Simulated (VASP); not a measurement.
## SnSe2: single point with PBEsol

SnSe2:

```
Sn Se
1.0
     0.00000    3.40686    3.40686
     3.40686    0.00000    3.40686
     3.40686    3.40686    0.00000
Sn Se
1 2
Direct
  0.00000 0.00000 0.00000
  0.25000 0.25000 0.25000
  0.75000 0.75000 0.75000
```

The cell was built by a generator and needn't be a form met in nature.

* Program: VASP 6.6.1
* Task: single point
* Functional: PBEsol
* Potentials or basis: VASP PAW PBE potentials, release 64 (Sn_d, Se)
* Cutoff: 520 eV
* k mesh: 4 × 4 × 4
* Occupations: fermi-dirac, width 0.02 eV
* Spin: no spin polarisation

| Property | Result |
| --- | --- |
| Pressure | -1.1 GPa |
| Band gap on the k mesh | none (metal or under the smearing width) |

Levels at points of the mesh, in eV from the Fermi level:
```csv
k point,band 9,band 10,band 11,band 12,band 13,band 14,band 15,band 16,band 17,band 18
"(0.00, 0.00, 0.00)",-2.82,-2.82,-2.82,-1.43,-1.43,-1.43,2.00,2.00,2.00,5.94
"(0.50, 0.00, 0.00)",-3.15,-3.15,-2.92,-2.03,-2.03,1.14,4.09,4.09,5.60,6.61
"(0.50, 0.50, 0.00)",-4.62,-4.62,-1.22,0.24,0.24,0.75,2.61,5.40,5.40,6.48
```

Wall time 23 s on 1 thread of Intel(R) Xeon(R) Platinum 8488C (Sapphire Rapids), on a shared host, peak memory 0.2 GiB.

Caveat: the k mesh is coarse (spacing up to 0.40 Å⁻¹), so the values aren't converged; the PAW data sets were made with another functional, which shifts forces and pressure a little.
